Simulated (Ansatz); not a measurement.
# BiTe: energy along a strain

BiTe, R-3m, a = 4.798 Å, c = 9.585 Å. The structure is a Materials Project entry; whether it is the stable form wasn't checked. Ansatz: PBEsol, PAW, 420 eV, Γ-centred 18×18×18 mesh on 2 atoms, Gaussian smearing 0.15 eV; no spin polarisation. Cell vectors (Å): 2.399 1.385 3.195; -2.399 1.385 3.195; 0.000 -2.770 3.195. The cell is strained by x per cent times the pattern (0 0 1 0 0 0) in the order xx yy zz yz xz xy (engineering shears), with fractional coordinates held. y is the free energy over the start, V0 = 31.856 Å³/atom.

| x (%) | y (meV/atom) |
| --- | --- |
| -4.00 | ? |
| -3.00 | 4.52 |
| -2.00 | 2.04 |
| -1.00 | 0.55 |
| 0.00 | 0.00 |
| 1.00 | 0.37 |
| 2.00 | 1.62 |
| 3.00 | 3.72 |
| 3.50 | 5.07 |
| 4.00 | 6.62 |

Fit y = c1 x + c2 x² + c3 x³ to the other rows, get the stiffness along the pattern, and predict the missing energy.

Least squares on the rows shown. y = −0.08146 x + 0.4576 x² − 0.005847 x³. The clamped-ion stiffness p·C·p = 2 × 4.576 eV × 160.2 / 31.856 Å³ = 46 GPa, which is C33 in these axes; c1 is there for the stress left in the start, which by itself gives a slope of -0.08 meV/atom per %. At x = -4.00 the fit asked for gives 8.02 meV/atom. The run gave 8.01 meV/atom, so the fit is 0.01 meV/atom too high, a small miss on the scale of the series.

Spin–orbit coupling is left out, which can shift energies with elements as heavy as these.

Cost: 10 runs of about 3.3 core-minutes in all, on Intel Xeon 6975P-C (Granite Rapids) (shared hosts).